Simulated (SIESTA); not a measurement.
ZrS2, 3 atoms in the cell. The typed cell holds 3 atoms: a = 3.691 Å, b = 3.691 Å, c = 6.041 Å, α = 90.00°, β = 90.00°, γ = 120.00°. The cell is a database's computed one. The cell isn't the ideal one: atoms moved at random, drawn with an rms of 0.05 Å.

```yaml
Program: SIESTA 5.4.2
Task: single point
Functional: PBE
Potentials_or_basis: PseudoDojo 0.4 standard (PBE files)
Basis: DZP (energy shift 0.002 Ry)
Grid_cutoff: 800 Ry
Energy_shift: 0.002 Ry
k_mesh: 8 × 8 × 5
Occupations: fermi-dirac, width 0.05 eV
Spin: no spin polarisation
```

Potentials or basis: PseudoDojo 0.4 standard (PBE files), DZP (energy shift 0.002 Ry).

The run is started by

```bash
$ siesta < ZrS2.fdf > ZrS2.out 2>&1
```

Hardware: 1 thread of Arm Neoverse V1 (shared host).

Q: Estimate the wall time of this run.

A: Wall time 71 s on 1 thread of Arm Neoverse V1, on a shared host, peak memory 0.41 GiB. Counts: scf iterations 11, k points 168, bands 45.
